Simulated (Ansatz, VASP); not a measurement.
This is a calculation of WC for VASP 6.6.1.

File INCAR:

```
PREC = Accurate ; ENCUT = 520
EDIFF = 1E-6 ; ISMEAR = -1
SIGMA = 0.05 ; LREAL = False
LASPH = True ; NELM = 80
ALGO = Normal ; ISIF = 2
LWAVE = False ; LCHARG = False
GGA = PE ; NBANDS = 16
```

File KPOINTS:

```
regular mesh
0
Gamma
  10 10 10
```

Contents of POSCAR:

```
WC
1.0
    0.0000000000      2.1479227872      2.1479227872
    2.1479227872      0.0000000000      2.1479227872
    2.1479227872      2.1479227872      0.0000000000
W C
1 1
Direct
    0.0000000000      0.0000000000      0.0000000000
    0.5000000000      0.5000000000      0.5000000000
```

Potentials or basis: VASP PAW PBE potentials, release 64 (W_sv, C).

Launch:

```bash
$ cat potpaw_PBE.64/W_sv/POTCAR potpaw_PBE.64/C/POTCAR > POTCAR
$ mpirun -np 1 vasp_std > vasp.out
```

Question: Set up the same calculation for Ansatz 0.2.0. Potentials there: all-electron LAPW, scalar-relativistic.

Answer: As run (the cutoff follows the program's own potentials):

Contents of input.yaml:

```yaml
crystal:
  lattice:
    - [0.0, 2.1479227872, 2.1479227872]
    - [2.1479227872, 0.0, 2.1479227872]
    - [2.1479227872, 2.1479227872, 0.0]
  atoms:
    - { symbol: W, position: [0.0, 0.0, 0.0] }
    - { symbol: C, position: [0.5, 0.5, 0.5] }
kpoints:
  mp_grid: { grid: [10, 10, 10] }
scf:
  occupations: { method: fermi_dirac, width: 0.05 }
hamiltonian:
  xc: pbe
  pseudopotentials: { kind: all_electron, lapw: { basis_error: 0.0005 } }
output:
  forces: true
  stress: true
  eigenvalues: true
```

Potentials or basis: all-electron LAPW, scalar-relativistic.

Launch:

```sh
$ ansatz run input.yaml --threads 1 --pin off --max-ram 3072MiB --backend cpu --events-out ev --progress --plain --runs-dir out
```

Both were run:

|  | VASP | Ansatz | Ansatz less VASP |
| --- | --- | --- | --- |
| gap on the k mesh at the Fermi level (eV) | none | none | - |
| pressure (GPa) | 25.1 | 23.9 | -1.18 |

A gap of «none» marks a metal or a gap that the smearing closes. Ansatz ran all-electron here, so the differences hold the error of VASP's frozen core and of both bases.

Caveats: so large a pressure means that the cell lies far from this level's equilibrium, or that cutoff or potentials fall short (VASP). Spin-orbit coupling is left out, which matters for the levels of W.
